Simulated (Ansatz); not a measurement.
Runs of Ansatz 0.2.0 on AgBr. Symmetry: Fm-3m, No. 225, cubic system. The conventional cell has a = 5.740 Å, b = 5.740 Å, c = 5.740 Å, α = 90.00°, β = 90.00°, γ = 90.00°. Ag (site symmetry m-3m) is surrounded by 6 Br at 2.87 Å. Br (site symmetry m-3m) has 6 Ag at 2.87 Å as nearest neighbours. 

| task | level | potentials or basis | spin | U | cutoff (eV) | points for each segment of the path | hubbard projectors | double counting | gap on the mesh (eV) | pressure (GPa) | V0 of scaled cells (Å³/atom) | B0 (GPa) |
| --- | --- | --- | --- | --- | --- | --- | --- | --- | --- | --- | --- | --- |
| equation of state | RPBE+D4 | Ansatz PAW | off | - | 420 | - | - | - | - | - | 23.52 | (b) |
| band structure | LDA | Ansatz PAW | off | - | 420 | 14 | - | - | 0.38 | -4.2 | - | - |
| band structure | PBE | SPMS NC | off | - | 599 | 14 | - | - | 0.67 | 2.3 | - | - |
| band structure | PBE | JTH PAW | off | - | 1380 | 14 | - | - | 0.67 | (a) | - | - |
| single point | PBE | Ansatz PAW | off | - | 350 | - | - | - | 0.67 | 2.3 | - | - |
| equation of state | PBE | Ansatz PAW | SOC, no magnetisation | - | 420 | - | - | - | - | - | 24.90 | 39 |
| band structure | PBEsol+U | Ansatz PAW | off | Ag d U = 3.5 eV | 420 | 14 | ortho-atomic (the default) | fll (the default) | 1.04 | -1.0 | - | - |

Alike in all rows: cell as given; k mesh 8 × 8 × 8; smearing fermi-dirac 0.05 eV.

Question: Estimate the missing entries.

Answer: (a) 2.4; (b) 45.

Caveats: the PAW data sets come from PBE, with cores solved anew for the run's functional, which leaves a small shift of forces and pressure (some runs); the potentials were made for another functional, which shifts forces and pressure (some runs); the cutoff lies under the one recommended for these potentials (some runs).

A k mesh can miss the band edges, and rows without SOC leave out spin-orbit coupling on Ag, Br.

The runs don't all hold the same shells in valence.
